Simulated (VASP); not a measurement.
Hf, 2 atoms in the cell. The structure is orthorhombic, space group Fmmm (No. 69). The conventional cell has a = 3.180 Å, b = 5.376 Å, c = 10.804 Å, α = 90.00°, β = 90.00°, γ = 90.00°. Hf (site symmetry mm2) is surrounded by 9 Hf at 2.92 to 3.18 Å. The cell was built by a generator and needn't be a form met in nature.

```yaml
Program: VASP 6.6.1
Task: single point
Functional: PBE
Potentials_or_basis: VASP PAW PBE potentials, release 64 (Hf_pv)
Cutoff: 520 eV
k_mesh: 6 × 6 × 6
Occupations: gaussian, width 0.1 eV
Spin: no spin polarisation
Dipole_correction: no
Further_INCAR_settings: ALGO = Normal; EDIFF = 1e-06; NBANDS = 17
```

Potentials or basis: VASP PAW PBE potentials, release 64 (Hf_pv).

Run with:

```bash
$ cat potpaw_PBE.64/Hf_pv/POTCAR > POTCAR
$ mpirun -np 1 vasp_std > vasp.out
```

Hardware: 1 thread of Intel(R) Xeon(R) 6975P-C (Granite Rapids) (shared host).

Task: Estimate the wall time of this run.

Result: Run time: 20 s on 1 thread of Intel(R) Xeon(R) 6975P-C (Granite Rapids), on a shared host, peak memory 0.22 GiB. Counts: scf iterations 12, k points 46.
